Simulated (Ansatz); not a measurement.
# SnO2 under strain

All numbers below come from DFT PBEsol, scalar-relativistic, plane waves, PAW (Ansatz 0.2.0). (420 eV cutoff, 6×6×8 k-mesh, Gaussian smearing of 0.02 eV, no spin polarisation)

Reference structure (relaxed):

```
CELL_PARAMETERS angstrom
4.76844 0.00000 0.00000
0.00000 4.76844 0.00000
0.00000 0.00000 3.21240
ATOMIC_POSITIONS crystal
Sn 0.50000 0.50000 0.50000
Sn 0.00000 0.00000 0.00000
O 0.19375 0.80625 0.50000
O 0.80625 0.19375 0.50000
O 0.30625 0.30625 0.00000
O 0.69375 0.69375 0.00000
```

Deformation: biaxial strain in the a-b plane, with the length and tilt of c and the atoms relaxed, all within the symmetry that the strain leaves. Energies are extrapolated to zero smearing. Stress is positive in compression, on the Cartesian axes of the cell above. Gaps are Kohn–Sham gaps over the whole zone.

```csv
strain (%),ΔE (meV/atom),a (Å),b (Å),c (Å),σxx (GPa),σyy (GPa),σzz (GPa),gap (eV)
-4.5,48.5,4.554,4.554,3.335,14.76,14.76,0.01,1.35
-3.0,?,4.625,4.625,?,?,?,?,?
-1.5,5.2,4.697,4.697,3.249,4.60,4.60,0.00,1.06
+0.0,0.0,4.768,4.768,3.212,0.04,0.04,-0.01,0.92
+1.5,4.6,4.840,4.840,3.180,-4.06,-4.06,0.00,0.80
+3.0,?,4.911,4.911,?,?,?,?,?
+4.5,39.3,4.983,4.983,3.128,-10.58,-10.58,0.00,0.62
```

Task: Fill in the row at -3.0 %.

Result: ΔE 21.1 meV/atom; c 3.290 Å; σxx 9.53 GPa; σyy 9.53 GPa; σzz 0.01 GPa; gap 1.20 eV.

Task: Fill in the row at +3.0 %.

Result: ΔE 18.2 meV/atom; c 3.152 Å; σxx -7.62 GPa; σyy -7.62 GPa; σzz 0.00 GPa; gap 0.70 eV.